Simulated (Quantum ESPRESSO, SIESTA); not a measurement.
This is a calculation of Pb (Lead) for SIESTA 5.4.2. The given cell was strained at random by a few per cent at fixed volume. 

Pb.fdf

```
SystemName                      Lead
SystemLabel                     Pb
NumberOfSpecies                 1
NumberOfAtoms                   1
%block ChemicalSpeciesLabel
  1  82 Pb
%endblock ChemicalSpeciesLabel

LatticeConstant                 1.0 Ang
%block LatticeVectors
    -0.0069630000     2.4696840000     2.4484290000
     2.4475870000    -0.0269830000     2.4684490000
     2.4538240000     2.4959410000    -0.0332200000
%endblock LatticeVectors
AtomicCoordinatesFormat         Fractional
%block AtomicCoordinatesAndAtomicSpecies
    -0.0123650000     0.0070870000     0.0165600000  1  Pb
%endblock AtomicCoordinatesAndAtomicSpecies

%block kgrid.MonkhorstPack
    9   0   0  0.0
    0   9   0  0.0
    0   0   9  0.0
%endblock kgrid.MonkhorstPack
XC.Functional                   GGA
XC.Authors                      PBEsol
PAO.BasisSize                   DZP
PAO.EnergyShift                 0.003 Ry
Mesh.Cutoff                     500 Ry
OccupationFunction              FD
ElectronicTemperature           0.05 eV
MaxSCFIterations                120
SCF.MustConverge                false
SCF.Mixer.Method                Pulay
SCF.Mixer.Weight                0.25
SCF.Mixer.History               8
SCF.DM.Tolerance                5.0e-05
SCF.H.Tolerance                 1.0e-03 eV
WriteForces                     true
Charge.Mulliken                 end
%block PAO.Basis
  Pb 4
  n=6 0 2
    6.155 0.000
  n=6 1 2
    8.826 0.000
  n=5 2 2
    4.164 0.000
  n=6 2 1
    8.826
%endblock PAO.Basis
```

Potentials or basis: PseudoDojo 0.4 standard (PBEsol files), converted to PSML, two zetas on semicore shells, DZP (energy shift 0.003 Ry; two zetas on semicore shells).

Command:

```console
$ siesta Pb.fdf > Pb.out 2>&1
```

Q: Translate it to Quantum ESPRESSO 7.5. Potentials or basis there: GBRV 1.5 PBEsol, cutoff 612 eV.

A: As run (cutoffs and basis follow the program's own potentials, and thresholds, step limits or extra output files can differ):

pw.in

```
&CONTROL
  calculation = 'scf'
  prefix = 'pwscf'
  outdir = './tmp'
  pseudo_dir = './pseudo'
  tprnfor = .true.
  tstress = .true.
  disk_io = 'nowf'
/
&SYSTEM
  ibrav = 0
  nat = 1
  ntyp = 1
  ecutwfc = 45
  ecutrho = 360
  nbnd = 13
  occupations = 'smearing'
  smearing = 'fd'
  degauss = 0.00367493
/
&ELECTRONS
  conv_thr = 2d-10
  electron_maxstep = 120
  mixing_beta = 0.5
/
ATOMIC_SPECIES
Pb   207.2000 pb_pbesol_v1.uspp.F.UPF
CELL_PARAMETERS angstrom
  -0.0069630000    2.4696840000    2.4484290000
   2.4475870000   -0.0269830000    2.4684490000
   2.4538240000    2.4959410000   -0.0332200000
ATOMIC_POSITIONS crystal
Pb    -0.0123650000    0.0070870000    0.0165600000
K_POINTS automatic
9 9 9 0 0 0
```

Potentials or basis: GBRV 1.5 PBEsol.

Launch:

```console
$ OMP_NUM_THREADS=1 mpirun -n 2 pw.x -nk 2 -in pw.in > pw.out
```

Both were run:

|  | SIESTA | Quantum ESPRESSO |
| --- | --- | --- |
| Pressure | 0.1 GPa | -0.8 GPa |
| Energy over the undisturbed cell | 1.9 meV/atom | 1.9 meV/atom |

Pressure is positive in compression.
